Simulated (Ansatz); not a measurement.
# Formation energy and levels of the substitutional impurity Al_Ga in GaN (P6_3mc)

Aim: at which Fermi levels does Al_Ga in GaN (P6_3mc) change its charge? The model is a cell of 72 host atoms with 1 Ga taken out and 1 Al put in.

Main program and level: Ansatz 0.2.0; place-levels on r2SCAN runs: charge-transition levels and formation energies with image-charge correction and potential alignment at the atomic sites; PAW set soft_1.

**Measured values to reproduce.**

For GaN, wurtzite (literature experimental value, sample not described, 2 K), “On the origin of Blue Luminescence in Mg doped GaN” (2017, arxiv:1708.04036) quotes earlier work: band gap (band gap at 2 K) 3.51 eV [Literature value quoted for comparison without method or sample details; may be an …].

### Step 1. The structure

The cell holds 72 atoms: 35 Ga, 36 N and 1 Al. Cell: a = 9.550 Å, b = 9.550 Å, c = 10.368 Å, α = 90.0°, β = 90.0°, γ = 120.0°. It derives from GaN (space group P6_3mc). Nearest the centre at fractional (0.444, 0.556, 0.500): Al34 at 0.00 Å, N11 at 1.95 Å, N43 at 1.95 Å, N35 at 1.95 Å, N40 at 1.95 Å, Ga9 at 3.18 Å, Ga13 at 3.18 Å, Ga41 at 3.18 Å.

Coordinates:

```xyz
72
Lattice="9.5498 0.0000 0.0000 -4.7749 8.2704 0.0000 0.0000 0.0000 10.3677" Properties=species:S:1:pos:R:3 pbc="T T T"
Ga    1.5916    0.9189    2.5873
Ga    0.0000    1.8379    5.1792
N     1.5916    0.9189    4.5405
N     0.0000    1.8379    1.9486
Ga    1.5916    0.9189    7.7711
Ga    0.0000    1.8379   10.3630
N     1.5916    0.9189    9.7243
N     0.0000    1.8379    7.1324
Ga    0.0000    3.6757    2.5873
Ga   -1.5916    4.5947    5.1792
N     0.0000    3.6757    4.5405
N    -1.5916    4.5947    1.9486
Ga    0.0000    3.6757    7.7711
Ga   -1.5916    4.5947   10.3630
N     0.0000    3.6757    9.7243
N    -1.5916    4.5947    7.1324
Ga   -1.5916    6.4325    2.5873
Ga   -3.1833    7.3515    5.1792
N    -1.5916    6.4325    4.5405
N    -3.1833    7.3515    1.9486
Ga   -1.5916    6.4325    7.7711
Ga   -3.1833    7.3515   10.3630
N    -1.5916    6.4325    9.7243
N    -3.1833    7.3515    7.1324
Ga    4.7749    0.9189    2.5873
Ga    3.1833    1.8379    5.1792
N     4.7749    0.9189    4.5405
N     3.1833    1.8379    1.9486
Ga    4.7749    0.9189    7.7711
Ga    3.1833    1.8379   10.3630
N     4.7749    0.9189    9.7243
N     3.1833    1.8379    7.1324
Ga    3.1833    3.6757    2.5873
Al    1.5916    4.5947    5.1792
N     3.1833    3.6757    4.5405
N     1.5916    4.5947    1.9486
Ga    3.1833    3.6757    7.7711
Ga    1.5916    4.5947   10.3630
N     3.1833    3.6757    9.7243
N     1.5916    4.5947    7.1324
Ga    1.5916    6.4325    2.5873
Ga    0.0000    7.3515    5.1792
N     1.5916    6.4325    4.5405
N     0.0000    7.3515    1.9486
Ga    1.5916    6.4325    7.7711
Ga    0.0000    7.3515   10.3630
N     1.5916    6.4325    9.7243
N     0.0000    7.3515    7.1324
Ga    7.9582    0.9189    2.5873
Ga    6.3665    1.8379    5.1792
N     7.9582    0.9189    4.5405
N     6.3665    1.8379    1.9486
Ga    7.9582    0.9189    7.7711
Ga    6.3665    1.8379   10.3630
N     7.9582    0.9189    9.7243
N     6.3665    1.8379    7.1324
Ga    6.3665    3.6757    2.5873
Ga    4.7749    4.5947    5.1792
N     6.3665    3.6757    4.5405
N     4.7749    4.5947    1.9486
Ga    6.3665    3.6757    7.7711
Ga    4.7749    4.5947   10.3630
N     6.3665    3.6757    9.7243
N     4.7749    4.5947    7.1324
Ga    4.7749    6.4325    2.5873
Ga    3.1833    7.3515    5.1792
N     4.7749    6.4325    4.5405
N     3.1833    7.3515    1.9486
Ga    4.7749    6.4325    7.7711
Ga    3.1833    7.3515   10.3630
N     4.7749    6.4325    9.7243
N     3.1833    7.3515    7.1324
```

Known beforehand: the electronic dielectric constant, (5.83, 5.83, 6.02), and the static one, (10.10, 10.10, 11.19), computed on the host (DFPT, PBEsol, on the r2SCAN cell), and a cell off the functional's own equilibrium shifts the ionic part.

The cell's shortest repeat is 9.5 Å.

### Step 2. The runs of each charge state

A transition level is the Fermi level at which two charge states cost the same, so each charge needs its own total energy, at its own relaxed structure.

Each atom starts 0.05 Å or so off its site in a random direction: a symmetric start keeps its symmetry, and would miss off-centre moves and Jahn–Teller distortions. Forces are taken at one point at (¼, ¼, ¼). The cell holds 1 electron more than the neutral one, with a uniform background that keeps it neutral on the whole. The electron count is odd, so at least one spin is unpaired; this run locks the moment at 1 μB.

The sampling was tested on the host first: at the k-points planned (1x1x1 shifted 0.25 0.25 0.25) its energy lies -0.023 eV an atom from the dense-mesh value, a large miss, so this sampling is coarse for the host.

One of the inputs; charge, spin and start change from state to state.

Input file qm1_M1.relax/input.yaml:

```yaml
crystal:
  lattice:
    - [9.54981763, 0.0, 0.0]
    - [-4.77490882, 8.27038467, 0.0]
    - [0.0, 0.0, 10.36766323]
  atoms:
    - { symbol: Ga, position: [0.22222222, 0.11111111, 0.24955312] }
    - { symbol: Ga, position: [0.11111111, 0.22222222, 0.49955312] }
    - { symbol: "N", position: [0.22222222, 0.11111111, 0.43794688] }
    - { symbol: "N", position: [0.11111111, 0.22222222, 0.18794688] }
    - { symbol: Ga, position: [0.22222222, 0.11111111, 0.74955312] }
    - { symbol: Ga, position: [0.11111111, 0.22222222, 0.99955312] }
    - { symbol: "N", position: [0.22222222, 0.11111111, 0.93794688] }
    - { symbol: "N", position: [0.11111111, 0.22222222, 0.68794688] }
    - { symbol: Ga, position: [0.22222222, 0.44444444, 0.24955312] }
    - { symbol: Ga, position: [0.11111111, 0.55555556, 0.49955312] }
    - { symbol: "N", position: [0.22222222, 0.44444444, 0.43794688] }
    - { symbol: "N", position: [0.11111111, 0.55555556, 0.18794688] }
    - { symbol: Ga, position: [0.22222222, 0.44444444, 0.74955312] }
    - { symbol: Ga, position: [0.11111111, 0.55555556, 0.99955312] }
    - { symbol: "N", position: [0.22222222, 0.44444444, 0.93794688] }
    - { symbol: "N", position: [0.11111111, 0.55555556, 0.68794688] }
    - { symbol: Ga, position: [0.22222222, 0.77777778, 0.24955312] }
    - { symbol: Ga, position: [0.11111111, 0.88888889, 0.49955312] }
    - { symbol: "N", position: [0.22222222, 0.77777778, 0.43794688] }
    - { symbol: "N", position: [0.11111111, 0.88888889, 0.18794688] }
    - { symbol: Ga, position: [0.22222222, 0.77777778, 0.74955312] }
    - { symbol: Ga, position: [0.11111111, 0.88888889, 0.99955312] }
    - { symbol: "N", position: [0.22222222, 0.77777778, 0.93794688] }
    - { symbol: "N", position: [0.11111111, 0.88888889, 0.68794688] }
    - { symbol: Ga, position: [0.55555556, 0.11111111, 0.24955312] }
    - { symbol: Ga, position: [0.44444444, 0.22222222, 0.49955312] }
    - { symbol: "N", position: [0.55555556, 0.11111111, 0.43794688] }
    - { symbol: "N", position: [0.44444444, 0.22222222, 0.18794688] }
    - { symbol: Ga, position: [0.55555556, 0.11111111, 0.74955312] }
    - { symbol: Ga, position: [0.44444444, 0.22222222, 0.99955312] }
    - { symbol: "N", position: [0.55555556, 0.11111111, 0.93794688] }
    - { symbol: "N", position: [0.44444444, 0.22222222, 0.68794688] }
    - { symbol: Ga, position: [0.55555556, 0.44444444, 0.24955312] }
    - { symbol: Al, position: [0.44444444, 0.55555556, 0.49955312] }
    - { symbol: "N", position: [0.55555556, 0.44444444, 0.43794688] }
    - { symbol: "N", position: [0.44444444, 0.55555556, 0.18794688] }
    - { symbol: Ga, position: [0.55555556, 0.44444444, 0.74955312] }
    - { symbol: Ga, position: [0.44444444, 0.55555556, 0.99955312] }
    - { symbol: "N", position: [0.55555556, 0.44444444, 0.93794688] }
    - { symbol: "N", position: [0.44444444, 0.55555556, 0.68794688] }
    - { symbol: Ga, position: [0.55555556, 0.77777778, 0.24955312] }
    - { symbol: Ga, position: [0.44444444, 0.88888889, 0.49955312] }
    - { symbol: "N", position: [0.55555556, 0.77777778, 0.43794688] }
    - { symbol: "N", position: [0.44444444, 0.88888889, 0.18794688] }
    - { symbol: Ga, position: [0.55555556, 0.77777778, 0.74955312] }
    - { symbol: Ga, position: [0.44444444, 0.88888889, 0.99955312] }
    - { symbol: "N", position: [0.55555556, 0.77777778, 0.93794688] }
    - { symbol: "N", position: [0.44444444, 0.88888889, 0.68794688] }
    - { symbol: Ga, position: [0.88888889, 0.11111111, 0.24955312] }
    - { symbol: Ga, position: [0.77777778, 0.22222222, 0.49955312] }
    - { symbol: "N", position: [0.88888889, 0.11111111, 0.43794688] }
    - { symbol: "N", position: [0.77777778, 0.22222222, 0.18794688] }
    - { symbol: Ga, position: [0.88888889, 0.11111111, 0.74955312] }
    - { symbol: Ga, position: [0.77777778, 0.22222222, 0.99955312] }
    - { symbol: "N", position: [0.88888889, 0.11111111, 0.93794688] }
    - { symbol: "N", position: [0.77777778, 0.22222222, 0.68794688] }
    - { symbol: Ga, position: [0.88888889, 0.44444444, 0.24955312] }
    - { symbol: Ga, position: [0.77777778, 0.55555556, 0.49955312] }
    - { symbol: "N", position: [0.88888889, 0.44444444, 0.43794688] }
    - { symbol: "N", position: [0.77777778, 0.55555556, 0.18794688] }
    - { symbol: Ga, position: [0.88888889, 0.44444444, 0.74955312] }
    - { symbol: Ga, position: [0.77777778, 0.55555556, 0.99955312] }
    - { symbol: "N", position: [0.88888889, 0.44444444, 0.93794688] }
    - { symbol: "N", position: [0.77777778, 0.55555556, 0.68794688] }
    - { symbol: Ga, position: [0.88888889, 0.77777778, 0.24955312] }
    - { symbol: Ga, position: [0.77777778, 0.88888889, 0.49955312] }
    - { symbol: "N", position: [0.88888889, 0.77777778, 0.43794688] }
    - { symbol: "N", position: [0.77777778, 0.88888889, 0.18794688] }
    - { symbol: Ga, position: [0.88888889, 0.77777778, 0.74955312] }
    - { symbol: Ga, position: [0.77777778, 0.88888889, 0.99955312] }
    - { symbol: "N", position: [0.88888889, 0.77777778, 0.93794688] }
    - { symbol: "N", position: [0.77777778, 0.88888889, 0.68794688] }
  host:
    repeats: [3, 3, 2]
    atoms:
      - { symbol: Ga, position: [0.66666667, 0.33333333, 0.49910624] }
      - { symbol: Ga, position: [0.33333333, 0.66666667, 0.99910624] }
      - { symbol: "N", position: [0.66666667, 0.33333333, 0.87589376] }
      - { symbol: "N", position: [0.33333333, 0.66666667, 0.37589376] }
total_charge: -1
basis:
  ecutwfc: 500
  xc_grid: 2
hamiltonian:
  xc: r2scan
  pseudopotentials: { kind: paw, azcp: { folder: soft_1 } }
kpoints:
  mp_grid: { grid: [1, 1, 1], shift: [0.25, 0.25, 0.25] }
magnetization:
  spin_polarized: true
  initial_magnetization: 1
  spin_locking: { lock_magnetization: hard }
scf:
  occupations: { method: fixed }
  max_iter: 100
output:
  forces: true
  charged_corrections:
    epsilon: [5.83, 5.83, 6.02]
    static_epsilon: [10.1, 10.1, 11.19]
    defect_position: [0.444444, 0.555556, 0.499553]
relax:
  f_tol: 0.02
  max_steps: 80
  random_displacement: { amplitude: 0.05, seed: 6160 }
checkpoint:
  write: "../qm1_M1.relax.run"
  compress: false
  write_wavefunctions: true
  write_every: 100000
```

Started as:

```bash
$ ansatz run input.yaml --threads 4 --pin off --max-ram 15073MiB --backend cpu --events-out ev --progress --plain --runs-dir out
```

The relaxed structure is kept and the sampling changed to a 2×2×2 shifted mesh.

The run of this state that the levels use, under r2SCAN:

Input file qm1_M1.point/input.yaml:

```yaml
crystal:
  checkpoint: "../qm1_M1.relax.run"
  host: checkpoint
total_charge: -1
basis:
  ecutwfc: 500
  xc_grid: 2
hamiltonian:
  xc: r2scan
  pseudopotentials: { kind: paw, azcp: { folder: soft_1 } }
kpoints:
  mp_grid: { grid: [2, 2, 2], shift: [0.5, 0.5, 0.5] }
magnetization:
  spin_polarized: true
  initial_magnetization: 1
  spin_locking: { lock_magnetization: hard }
scf:
  occupations: { method: fermi_dirac, width: 0.01 }
  max_iter: 100
output:
  forces: true
  eigenvalues: true
  charged_corrections:
    epsilon: [5.83, 5.83, 6.02]
    static_epsilon: [10.1, 10.1, 11.19]
    defect_position: [0.444444, 0.555556, 0.499553]
  eigenstates: { localisation: true }
  populations: true
  efg: {}
  band_densities: [{ bands: [v1, v1] }, { bands: [c1, c1] }]
  write_density: true
  write_potential: true
  volumetric_format: npy
  elf: true
checkpoint:
  read: "../qm1_M1.relax.run"
  write: "../qm1_M1.point.run"
  compress: false
  write_wavefunctions: false
  write_every: 100000
```

Relaxations under r2SCAN at one point at (¼, ¼, ¼); times on 4 threads of Arm Neoverse V1, shared host:

```
charge  moment (μB)  occupations    outcome  steps  largest displacement against the far atoms (Å)     time
    −1            1        fixed  converged      6                                            0.06  7.9 min
     0            0        fixed  converged      4                                            0.05  2.6 min
    +1            1        fixed  converged      5                                            0.05  6.8 min
```

Single points under r2SCAN at a 2×2×2 shifted mesh; times on 4 threads of Arm Neoverse V1, shared host:

```
charge  moment (μB)  occupations    outcome     time
    −1            1  fermi-dirac  converged  7.3 min
     0            0  fermi-dirac  converged  3.2 min
    +1            1  fermi-dirac  converged  7.6 min
```

Distances (Å) from Al34 to the nearest atoms after relaxation with r2SCAN:

```
charge  moment (μB)      1.      2.      3.      4.       5.       6.
    −1            1  N 1.89  N 1.90  N 1.90  N 1.90  Ga 3.16  Ga 3.16
     0            0  N 1.90  N 1.90  N 1.90  N 1.90  Ga 3.16  Ga 3.16
    +1            1  N 1.90  N 1.90  N 1.90  N 1.90  Ga 3.16  Ga 3.16
```

(Part 1 of 2 ends here.)

[Logs are printed without paths, hosts, clocks, repeated set-up lines and the standing remarks that a program may print on its own settings, such as how far it seeks lower states.]

[Hosts, paths, dates, database ids (printed as entryN), source tags and the programs' standing remarks are cut or masked in the printed files.]

[Where a table of states has a column of steps, it counts the stored structures, which are thinned; the runs took as many ionic steps or more.]

[A defect's name tells the site on which it was built; relaxed atoms can leave that site.]

[For some hosts the program warned that the k-mesh of the response run may be too coarse for force constants and the static dielectric constant; such warnings are not shown here.]
